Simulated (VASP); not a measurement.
CaSe in VASP 6.6.1, single-point calculation

INCAR

```
LCHARG = .FALSE.
LREAL = .FALSE.
GGA = ZZ
IBRION = -1
LWAVE = .FALSE.
PREC = Accurate
ISIF = 2
NELM = 80
ENCUT = 520
ALGO = Normal
EDIFF = 1E-7
NBANDS = 15
ISMEAR = 0
NSW = 0
SIGMA = 0.01
LASPH = .TRUE.
```

KPOINTS

```
KPOINTS created by Atomic Simulation Environment
0
Gamma
6 6 6
0 0 0
```

POSCAR

```
Ca Se
 1.0000000000000000
     0.0000000000000000    3.2638194766000002    3.2638194766000002
     3.2638194766000002    0.0000000000000000    3.2638194766000002
     3.2638194766000002    3.2638194766000002    0.0000000000000000
 Ca  Se
   1   1
Cartesian
  0.0000000000000000  0.0000000000000000  0.0000000000000000
  1.6319097383000001  1.6319097383000001  1.6319097383000001
```

The recommended PBE PAW datasets give the neutral cell 16 valence electrons.

Command

```
mpirun -np 1 vasp_std
```

Standard output (part)

```
POSCAR found type information on POSCAR CaSe
 POSCAR found :  2 types and       2 ions
|     EEEEEEE  RRRRRR   RRRRRR   OOOOOOO  RRRRRR      ###     ###     ###     |
|     E        R     R  R     R  O     O  R     R     ###     ###     ###     |
|     E        R     R  R     R  O     O  R     R     ###     ###     ###     |
|     EEEEE    RRRRRR   RRRRRR   O     O  RRRRRR       #       #       #      |
|     E        R    R   R    R   O     O  R    R      ###     ###     ###     |
|     EEEEEEE  R     R  R     R  OOOOOOO  R     R     ###     ###     ###     |
|     Error: One of the selected functionals does not exist.                  |
|       ---->  I REFUSE TO CONTINUE WITH THIS SICK JOB ... BYE!!! <----       |
```

VASP stopped before the first electronic step.

What is wrong with this input?

Unknown functional word. VASP stopped before the first electronic step.
